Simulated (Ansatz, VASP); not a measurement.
MgS: VASP beside Ansatz

```
S Mg
1.0
     4.03462    0.00000    0.00000
    -2.01731    3.49409    0.00000
     0.00000    0.00000    6.43229
S Mg
2 2
Direct
  0.66667 0.33333 0.87924
  0.33333 0.66667 0.37924
  0.33333 0.66667 0.99575
  0.66667 0.33333 0.49575
```

The cell comes from a database or a generator and needn't be the stable form of this composition.

Alike in both runs: task single point; functional HSE(alpha, omega); k mesh 4 × 4 × 2; occupations fermi-dirac, width 0.05 eV; no spin polarisation.

```csv
,VASP,Ansatz
version,VASP 6.6.1,Ansatz 0.2.0
potentials or method,"VASP PAW PBE potentials, release 64 (S, Mg)",Ansatz PAW
plane-wave cutoff (eV),520,420
valence electrons in the cell,16,32
```

```tsv
	VASP	Ansatz	Ansatz less VASP
gap on the k mesh at the Fermi level (eV)	4.51	4.52	+0.015
least direct gap on the mesh (eV)	4.51	4.52	+0.015
pressure (GPa)	-0.1	0.0	+0.17
largest component of the traceless stress (GPa)	0.22	0.23	+0.007
rms of the force components (eV/Å)	0.030	0.029	-0.0007
```

Atom by atom the forces differ by 0.001 eV/Å (rms over components). The two sets of potentials don't hold the same shells in valence.

Caveats: the k mesh is coarse (spacing up to 0.49 Å⁻¹), so the values aren't converged, least of all with exact exchange; the PAW data sets were made with another functional, which shifts forces and pressure a little (VASP); the PAW data sets come from PBE, with cores solved anew for the run's functional, which leaves a small shift of forces and pressure (Ansatz); the thresholds are loose for stress (Ansatz).
